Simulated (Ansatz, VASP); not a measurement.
**Sn: VASP beside Ansatz**

```
Sn
1.0
     2.23487    0.00000    0.00000
     0.00000    2.23487    0.00000
     0.00000    0.00000    2.23487
Sn
1
Cartesian
  0.0000 0.0000 0.0000
```

Change from the starting cell: volume scaled by 0.4, LAPW.

Alike in both runs: task single point; functional PBEsol; k mesh 14 × 14 × 14; occupations fermi-dirac, width 0.1 eV; no spin polarisation.

|  | VASP | Ansatz |
| --- | --- | --- |
| version | VASP 6.6.1 | Ansatz 0.2.0 |
| potentials or method | VASP PAW PBE potentials, release 64 (Sn_d), cutoff 520 eV | all-electron LAPW, scalar-relativistic |

```tsv
	VASP	Ansatz	Ansatz less VASP
pressure (GPa)	446.0	441.3	-4.68
```

Ansatz ran all-electron here, so the differences hold the error of VASP's frozen core and of both bases.

Caveats: the cell as given lies far from equilibrium; so large a pressure means that the cell lies far from this level's equilibrium, or that cutoff or potentials fall short (VASP); the potentials were made for another functional, which shifts forces and pressure (VASP).
